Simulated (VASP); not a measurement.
# ZrO2 (Fm-3m) in VASP: further runs

One crystal, ZrO2, is run at these levels: PBEsol, LDA, PBE, PBE+D3(BJ); tasks: relaxation of cell and atoms.

All numbers are computed with VASP 6.6.1; they aren't measurements. Logs are shortened: lines on timing, memory, paths and dates and some standing lists are left out, and cuts for length are marked.

## (1) The structure

It takes space group Fm-3m (No. 225, cubic). The conventional cell has a = 5.090 Å, b = 5.090 Å, c = 5.090 Å, α = 90.00°, β = 90.00°, γ = 90.00°. Around Zr (site symmetry m-3m) lie 8 O at 2.20 Å. Around O (site symmetry -43m) lie 4 Zr at 2.20 Å.

Measurements of this composition are mostly on another form, of space group No. 14.

## (2) Relaxation of cell and atoms, PBEsol

Contents of INCAR:

```
PREC = Accurate
ENCUT = 600
EDIFF = 1E-7
ISMEAR = 0
SIGMA = 0.02
LREAL = F
LASPH = T
NELM = 80
ALGO = Normal
ISIF = 3
LWAVE = F
LCHARG = F
GGA = PS
IBRION = 2
NSW = 90
EDIFFG = -0.005
```

Contents of KPOINTS:

```
regular mesh
0
Gamma
  8 8 8
```

Contents of POSCAR:

```
ZrO2
1.0
    0.0000000000      2.5450727100      2.5450727100
    2.5450727100      0.0000000000      2.5450727100
    2.5450727100      2.5450727100      0.0000000000
Zr O
1 2
Direct
    0.0000000000      0.0000000000      0.0000000000
    0.2500000000      0.2500000000      0.2500000000
    0.7500000000      0.7500000000      0.7500000000
```

Potentials or basis: VASP PAW PBE potentials, release 64 (Zr_sv, O).

On the command line:

```sh
> cat potpaw_PBE.64/Zr_sv/POTCAR potpaw_PBE.64/O/POTCAR > POTCAR
> mpirun -np 1 vasp_std > vasp.out
```

OUTCAR:

```text
PREC = Accurate
   ENCUT = 600
   EDIFF = 1E-7
   ISMEAR = 0
   LREAL = F
   LASPH = T
   NELM = 80
   ISIF = 3
   GGA = PS
   IBRION = 2
   NSW = 90
   EDIFFG = -0.005

 ion  position               nearest neighbor table
   1  0.000  0.000  0.000-   3 2.20   3 2.20   3 2.20   2 2.20   3 2.20   2 2.20   2 2.20   2 2.20

   2  0.250  0.250  0.250-   1 2.20   1 2.20   1 2.20   1 2.20
   3  0.750  0.750  0.750-   1 2.20   1 2.20   1 2.20   1 2.20

  LATTYP: Found a face centered cubic cell.
 ALAT       =     5.0901454200

  Lattice vectors:

 A1 = (   0.0000000000,   2.5450727100,   2.5450727100)
 A2 = (   2.5450727100,   0.0000000000,   2.5450727100)
 A3 = (   2.5450727100,   2.5450727100,   0.0000000000)

Analysis of symmetry for initial positions (statically):
=====================================================================
 Subroutine PRICEL returns:
 Original cell was already a primitive cell.

 Routine SETGRP: Setting up the symmetry group for a
 face centered cubic supercell.

 Subroutine GETGRP returns: Found 48 space group operations
 (whereof 48 operations were pure point group operations)
 out of a pool of 48 trial point group operations.

The static configuration has the point symmetry O_h .

Analysis of symmetry for dynamics (positions and initial velocities):
=====================================================================
 Subroutine PRICEL returns:
 Original cell was already a primitive cell.

 Routine SETGRP: Setting up the symmetry group for a
 face centered cubic supercell.

 Subroutine GETGRP returns: Found 48 space group operations
 (whereof 48 operations were pure point group operations)
 out of a pool of 48 trial point group operations.

The dynamic configuration has the point symmetry O_h .

 Subroutine INISYM returns: Found 48 space group operations
 (whereof 48 operations are pure point group operations),
 and found     1 'primitive' translations

----------------------------------------------------------------------------------------

                                     Primitive cell

  volume of cell :      32.9709

  direct lattice vectors                    reciprocal lattice vectors
     0.000000000  2.545072710  2.545072710    -0.196458041  0.196458041  0.196458041
     2.545072710  0.000000000  2.545072710     0.196458041 -0.196458041  0.196458041
     2.545072710  2.545072710  0.000000000     0.196458041  0.196458041 -0.196458041

  length of vectors
     3.599276344  3.599276344  3.599276344     0.340275309  0.340275309  0.340275309

  position of ions in fractional coordinates (direct lattice)
     0.000000000  0.000000000  0.000000000
     0.250000000  0.250000000  0.250000000
     0.750000000  0.750000000  0.750000000

  ion indices of the primitive-cell ions
   primitive index   ion index
                 1           1
                 2           2
                 3           3

----------------------------------------------------------------------------------------

 KPOINTS: regular mesh

Automatic generation of k-mesh.
 Grid dimensions read from file:
 generate k-points for:    8    8    8

 Generating k-lattice:

  Cartesian coordinates                     Fractional coordinates (reciprocal lattice)
    -0.024557255  0.024557255  0.024557255     0.125000000  0.000000000  0.000000000
     0.024557255 -0.024557255  0.024557255     0.000000000  0.125000000  0.000000000
     0.024557255  0.024557255 -0.024557255     0.000000000  0.000000000  0.125000000

  Length of vectors
     0.042534414  0.042534414  0.042534414

  Shift w.r.t. Gamma in fractional coordinates (k-lattice)
     0.000000000  0.000000000  0.000000000

 Subroutine IBZKPT returns following result:
 ===========================================

 Found     29 irreducible k-points:

 Following reciprocal coordinates:
            Coordinates               Weight
  0.000000  0.000000  0.000000      1.000000
  0.125000  0.000000  0.000000      8.000000
  0.250000  0.000000  0.000000      8.000000
  0.375000  0.000000  0.000000      8.000000
  0.500000  0.000000  0.000000      4.000000
  0.125000  0.125000  0.000000      6.000000
[... 16 lines left out ...]
  0.500000  0.250000  0.125000     48.000000
 -0.375000  0.250000  0.125000     24.000000
 [... further k-points ...]
   k-points           NKPTS =     29   k-points in BZ     NKDIM =     29   number of bands    NBANDS=     16
   number of dos      NEDOS =    301   number of ions     NIONS =      3
   total plane-waves  NPLWV =  27000
   dimension x,y,z NGX =    30 NGY =   30 NGZ =   30
   dimension x,y,z NGXF=    60 NGYF=   60 NGZF=   60
   ions per type =               1   2
   NGX,Y,Z   is equivalent  to a cutoff of  13.86, 13.86, 13.86 a.u.
   NGXF,Y,Z  is equivalent  to a cutoff of  27.71, 27.71, 27.71 a.u.
 SYSTEM =  unknown system
   PREC   = accura    normal or accurate (medium, high low for compatibility)
   ISTART =      0    job   : 0-new  1-cont  2-samecut
[... 48 lines left out ...]

 number of electron      23.9999995 magnetization

 Free energy of the ion-electron system (eV)
  ---------------------------------------------------
  ext. energy  EPLUGINS =         0.00000000
  ---------------------------------------------------
  free energy    TOTEN  =       -29.92547672 eV

  energy without entropy =      -29.92547672  energy(sigma->0) =      -29.92547672

------------------------ aborting loop because EDIFF is reached ----------------------------------------

  FORCE on cell =-STRESS in cart. coord.  units (eV):
  Direction    XX          YY          ZZ          XY          YZ          ZX
  --------------------------------------------------------------------------------------
  -------------------------------------------------------------------------------------
  Total       -0.7341759     -0.7341759     -0.7341759      0.0000000      0.0000000     -0.0000000
  in kB      -35.6763256    -35.6763256    -35.6763256      0.0000000      0.0000000     -0.0000000
  external PRESSURE =     -35.6763256 kB  Pullay stress =       0.0000000 kB

 VOLUME and BASIS-vectors are now :
 -----------------------------------------------------------------------------
  energy-cutoff  :      600.00
  volume of cell :       32.97
      direct lattice vectors                 reciprocal lattice vectors
     0.000000000  2.545072710  2.545072710    -0.196458041  0.196458041  0.196458041
     2.545072710  0.000000000  2.545072710     0.196458041 -0.196458041  0.196458041
     2.545072710  2.545072710  0.000000000     0.196458041  0.196458041 -0.196458041
[... 38 lines left out ...]
 POSITION                                       TOTAL-FORCE (eV/Angst)
 -----------------------------------------------------------------------------------
      2.51503      2.51503      0.00000         0.000000      0.000000     -0.000000
      1.25751      1.25751      1.25751         0.000000      0.000000      0.000000
      3.77254      3.77254      3.77254        -0.000000     -0.000000     -0.000000
 -----------------------------------------------------------------------------------
    total drift:                                0.000000     -0.000000      0.000000

  FREE ENERGIE OF THE ION-ELECTRON SYSTEM (eV)
  ---------------------------------------------------
  free  energy   TOTEN  =       -29.9190973913 eV

  energy  without entropy=      -29.9190973913  energy(sigma->0) =      -29.91909739

--------------------------------------- Ionic step        3  -------------------------------------------

 number of electron      23.9999997 magnetization

 Free energy of the ion-electron system (eV)
  ---------------------------------------------------
  ext. energy  EPLUGINS =         0.00000000
  ---------------------------------------------------
  free energy    TOTEN  =       -29.93082215 eV

  energy without entropy =      -29.93082215  energy(sigma->0) =      -29.93082215

 E-fermi :   7.5049     XC(G=0): -12.1338

 val. band max:        7.2498129520   @ k =   0.5000   0.5000   0.0000
 cond. band min:      10.5698203466   @ k =   0.0000   0.0000   0.0000
 fundamental gap:      3.3200073946
 Fermi energy:         7.5049440865

 k-point     1 :       0.0000    0.0000    0.0000
  band No.  band energies     occupation
      1     -40.6339      2.00000
      2     -18.4973      2.00000
      3     -18.4973      2.00000
      4     -18.4973      2.00000
      5     -10.9582      2.00000
      6      -8.2939      2.00000
[... 8 lines left out ...]
     15      13.7284      0.00000
     16      16.8253      0.00000
[... 419 lines left out ...]
 k-point    24 :      -0.3750    0.2500    0.1250
  band No.  band energies     occupation
      1     -40.5735      2.00000
      2     -19.1427      2.00000
      3     -18.7992      2.00000
      4     -18.6174      2.00000
      5      -9.5442      2.00000
      6      -8.8798      2.00000
[... 8 lines left out ...]
     15      13.5214      0.00000
     16      14.7027      0.00000

 [... further k-points ...]
[... 5 lines left out ...]
  --------------------------------------------------------------------------------------
  -------------------------------------------------------------------------------------
  Total       -0.0050094     -0.0050094     -0.0050094      0.0000000      0.0000000     -0.0000000
  in kB       -0.2469534     -0.2469534     -0.2469534      0.0000000      0.0000000     -0.0000000
  external PRESSURE =      -0.2469534 kB  Pullay stress =       0.0000000 kB

 VOLUME and BASIS-vectors are now :
 -----------------------------------------------------------------------------
  energy-cutoff  :      600.00
  volume of cell :       32.50
      direct lattice vectors                 reciprocal lattice vectors
     0.000000000  2.532889762  2.532889762    -0.197402985  0.197402985  0.197402985
     2.532889762  0.000000000  2.532889762     0.197402985 -0.197402985  0.197402985
     2.532889762  2.532889762  0.000000000     0.197402985  0.197402985 -0.197402985

 POSITION                                       TOTAL-FORCE (eV/Angst)
 -----------------------------------------------------------------------------------
      0.00000      0.00000      0.00000         0.000000     -0.000000      0.000000
      1.26644      1.26644      1.26644         0.000000      0.000000      0.000000
      3.79933      3.79933      3.79933        -0.000000     -0.000000     -0.000000
 -----------------------------------------------------------------------------------
    total drift:                                0.000000     -0.000000      0.000000

  FREE ENERGIE OF THE ION-ELECTRON SYSTEM (eV)
  ---------------------------------------------------
  free  energy   TOTEN  =       -29.9308221547 eV

  energy  without entropy=      -29.9308221547  energy(sigma->0) =      -29.93082215

 reached required accuracy - stopping structural energy minimisation
```

It took 28 s on 1 thread of Intel Xeon 6975P-C (Granite Rapids), shared host; peak memory 0.18 GiB.

Results:

* Free energy: -29.9308 eV
* Relaxed volume: 10.83 Å³/atom
* Relaxed cell: a = 3.582 Å, b = 3.582 Å, c = 3.582 Å, α = 60.00°, β = 60.00°, γ = 60.00°
* Space group after relaxing (to 0.05 Å): Fm-3m (No. 225)
* Energy gained by relaxing: 1.8 meV/atom
* Ionic steps: 3
* Pressure after relaxing: 0.0 GPa
* Band gap on the k mesh: 3.32 eV, indirect (least direct gap 3.76 eV)

Step by step:
| step | energy change (eV) | largest force (eV/Å) | pressure (GPa) | volume (Å³) |
| --- | --- | --- | --- | --- |
| 1 | 0.0000 | 0.0000 | -3.57 | 32.97 |
| 2 | 0.0064 | 0.0000 | 5.63 | 31.82 |
| 3 | -0.0053 | 0.0000 | -0.02 | 32.50 |

Final structure:
```
Zr O
1.0
     0.00000    2.53289    2.53289
     2.53289    0.00000    2.53289
     2.53289    2.53289    0.00000
Zr O
1 2
Direct
  0.00000 0.00000 0.00000
  0.25000 0.25000 0.25000
  0.75000 0.75000 0.75000
```

Caveat: the PAW data sets were made with another functional, which shifts forces and pressure a little. A k mesh can miss the band edges.

## (3) Relaxation of cell and atoms, LDA

INCAR: that of step 2 with these lines changed.

```diff
@@ -12,3 +12,2 @@
 LCHARG = F
-GGA = PS
 IBRION = 2
```

KPOINTS is that of step 2.

POSCAR is that of step 2.

Potentials or basis: VASP PAW LDA potentials, release 64 (Zr_sv, O).

On the command line:

```sh
> cat potpaw_LDA.64/Zr_sv/POTCAR potpaw_LDA.64/O/POTCAR > POTCAR
> mpirun -np 1 vasp_std > vasp.out
```

Wall time 30 s (1 thread of Intel Xeon 6975P-C (Granite Rapids), shared host); peak memory 0.16 GiB.

The run converged. Its results:

```
Free energy                            : -31.3765 eV
Relaxed volume                         : 10.60 Å³/atom
Relaxed cell                           : a = 3.556 Å, b = 3.556 Å, c = 3.556 Å, α = 60.00°, β = 60.00°, γ = 60.00°
Space group after relaxing (to 0.05 Å) : Fm-3m (No. 225)
Energy gained by relaxing              : 11.2 meV/atom
Ionic steps                            : 4
Pressure after relaxing                : 0.0 GPa
Band gap on the k mesh                 : 3.33 eV, indirect (least direct gap 3.78 eV)
```

The path:
| step | energy change (eV) | largest force (eV/Å) | pressure (GPa) | volume (Å³) |
| --- | --- | --- | --- | --- |
| 1 | 0.0000 | 0.0000 | -9.00 | 32.97 |
| 2 | 0.0505 | 0.0000 | 16.64 | 30.11 |
| 3 | -0.0335 | 0.0000 | -0.15 | 31.83 |
| 4 | -0.0336 | 0.0000 | 0.04 | 31.80 |

Final structure:
```
CELL_PARAMETERS angstrom
0.00000 2.51471 2.51471
2.51471 0.00000 2.51471
2.51471 2.51471 0.00000
ATOMIC_POSITIONS crystal
Zr 0.00000 0.00000 0.00000
O 0.25000 0.25000 0.25000
O 0.75000 0.75000 0.75000
```

Levels at points of the mesh, in eV from the valence-band top:
| k point | band 8 | band 9 | band 10 | band 11 | band 12 | band 13 | band 14 | band 15 | band 16 |
| --- | --- | --- | --- | --- | --- | --- | --- | --- | --- |
| (0.00, 0.00, 0.00) | -5.50 | -5.50 | -0.55 | -0.55 | -0.55 | 3.33 | 3.33 | 6.66 | 9.83 |
| (0.50, 0.00, 0.00) | -4.45 | -2.63 | -2.53 | -1.68 | -1.68 | 4.03 | 4.03 | 6.45 | 8.86 |
| (0.50, 0.50, 0.00) | -3.23 | -3.23 | -1.57 | -1.57 | 0.00 | 3.78 | 4.84 | 6.19 | 7.59 |

A k mesh can miss the band edges. Expect the measured gap to be larger: semilocal functionals such as LDA lack the derivative discontinuity.

## (4) Relaxation of cell and atoms, PBE

INCAR: that of step 3 with these lines changed.

```diff
@@ -12,2 +12,3 @@
 LCHARG = F
+GGA = PE
 IBRION = 2
```

KPOINTS is that of step 3.

POSCAR is that of step 3.

Potentials or basis: VASP PAW PBE potentials, release 64 (Zr_sv, O).

On the command line:

```sh
> cat potpaw_PBE.64/Zr_sv/POTCAR potpaw_PBE.64/O/POTCAR > POTCAR
> mpirun -np 1 vasp_std > vasp.out
```

Wall time 28 s (1 thread of Intel Xeon 6975P-C (Granite Rapids), shared host); peak memory 0.18 GiB.

It converged, with:

```
Free energy                            : -28.5720 eV
Relaxed volume                         : 11.16 Å³/atom
Relaxed cell                           : a = 3.618 Å, b = 3.618 Å, c = 3.618 Å, α = 60.00°, β = 60.00°, γ = 60.00°
Space group after relaxing (to 0.05 Å) : Fm-3m (No. 225)
Energy gained by relaxing              : 2.0 meV/atom
Ionic steps                            : 3
Pressure after relaxing                : 0.0 GPa
Band gap on the k mesh                 : 3.31 eV, indirect (least direct gap 3.74 eV)
```

The path:
```
step  energy change (eV)  largest force (eV/Å)  pressure (GPa)  volume (Å³)
   1              0.0000                0.0000            3.77        32.97
   2              0.0055                0.0000           -4.89        34.22
   3             -0.0060                0.0000           -0.01        33.49
```

Final structure:
```
Zr O
1.0
     0.00000    2.55832    2.55832
     2.55832    0.00000    2.55832
     2.55832    2.55832    0.00000
Zr O
1 2
Direct
  0.00000 0.00000 0.00000
  0.25000 0.25000 0.25000
  0.75000 0.75000 0.75000
```

Levels at points of the mesh, in eV from the valence-band top:
```csv
k point,band 8,band 9,band 10,band 11,band 12,band 13,band 14,band 15,band 16
"(0.00, 0.00, 0.00)",-5.14,-5.14,-0.53,-0.53,-0.53,3.31,3.31,6.46,9.18
"(0.50, 0.00, 0.00)",-4.14,-2.50,-2.46,-1.63,-1.63,3.93,3.93,5.94,8.30
"(0.50, 0.50, 0.00)",-3.12,-3.12,-1.49,-1.49,0.00,3.74,4.66,5.69,7.14
```

## (5) Relaxation of cell and atoms, PBE+D3(BJ)

INCAR: that of step 4 with these lines changed.

```diff
@@ -13,2 +13,3 @@
 GGA = PE
+IVDW = 12
 IBRION = 2
```

KPOINTS is that of step 4.

POSCAR is that of step 4.

On the command line:

```sh
> cat potpaw_PBE.64/Zr_sv/POTCAR potpaw_PBE.64/O/POTCAR > POTCAR
> mpirun -np 1 vasp_std > vasp.out
```

Run time: 26 s. Hardware: 1 thread of Intel Xeon 6975P-C (Granite Rapids), shared host; peak memory 0.19 GiB.

Results (log left out):

* Free energy: -29.3670 eV
* Relaxed volume: 10.98 Å³/atom
* Relaxed cell: a = 3.598 Å, b = 3.598 Å, c = 3.598 Å, α = 60.00°, β = 60.00°, γ = 60.00°
* Space group after relaxing (to 0.05 Å): Fm-3m (No. 225)
* Energy gained by relaxing: 0.0 meV/atom
* Ionic steps: 3
* Pressure after relaxing: 0.0 GPa
* Band gap on the k mesh: 3.36 eV, indirect (least direct gap 3.80 eV)
* Dispersion energy per atom: -0.267 eV

Final structure:
```
Zr O
1.0
     0.00000    2.54407    2.54407
     2.54407    0.00000    2.54407
     2.54407    2.54407    0.00000
Zr O
1 2
Cartesian
  0.0000 0.0000 0.0000
  1.2720 1.2720 1.2720
  3.8161 3.8161 3.8161
```

Levels at points of the mesh, in eV from the valence-band top:
```
           k point  band 9  band 10  band 11  band 12  band 13  band 14  band 15  band 16
(0.00, 0.00, 0.00)   -5.24    -0.53    -0.53    -0.53     3.36     3.36     6.59     9.38
(0.50, 0.00, 0.00)   -2.53    -2.47    -1.64    -1.64     4.00     4.00     6.10     8.47
(0.50, 0.50, 0.00)   -3.15    -1.51    -1.51     0.00     3.80     4.75     5.84     7.29
```

A k mesh can miss the band edges. A hybrid or GW would open this gap; PBE tends to underestimate it.

## (6) Relaxation of cell and atoms, PBEsol

INCAR: that of step 5 with these lines changed.

```diff
@@ -1,3 +1,3 @@
 PREC = Accurate
-ENCUT = 600
+ENCUT = 300
 EDIFF = 1E-7
@@ -12,4 +12,3 @@
 LCHARG = F
-GGA = PE
-IVDW = 12
+GGA = PS
 IBRION = 2
```

KPOINTS is that of step 5.

POSCAR is that of step 5.

Potentials or basis: VASP PAW PBE potentials, release 64 (Zr_sv, O).

On the command line:

```sh
> cat potpaw_PBE.64/Zr_sv/POTCAR potpaw_PBE.64/O/POTCAR > POTCAR
> mpirun -np 1 vasp_std > vasp.out
```

Run time: 18 s. Hardware: 1 thread of Intel Xeon 6975P-C (Granite Rapids), shared host; peak memory 0.13 GiB.

The run converged, but a check on its numbers failed (symmetry, net force, bounds or a known fault of this set-up), so they aren't taken as properties of the crystal.

Caveat: the cutoff lies under the usual one of these potentials, so the numbers hold a large basis-set error; the PAW data sets were made with another functional, which shifts forces and pressure a little.

## (7) Overview

```csv
level,potentials or basis,gap on the mesh (eV),pressure (GPa),relaxed volume (Å³/atom)
PBEsol,"VASP PAW PBE potentials, release 64 (Zr_sv, O)",3.32,0.0,10.83
LDA,"VASP PAW LDA potentials, release 64 (Zr_sv, O)",3.33,0.0,10.60
PBE,"VASP PAW PBE potentials, release 64 (Zr_sv, O)",3.31,0.0,11.16
PBE+D3(BJ),"VASP PAW PBE potentials, release 64 (Zr_sv, O)",3.36,0.0,10.98
```

Alike in all rows: task relaxation of cell and atoms; no spin polarisation; cell relaxed; k mesh 8 × 8 × 8; cutoff (eV) 600; smearing gaussian 0.02 eV.

Caveats: the PAW data sets were made with another functional, which shifts forces and pressure a little (some runs).

Total energies depend on the potentials used, so only differences within one code and one set of settings carry meaning.
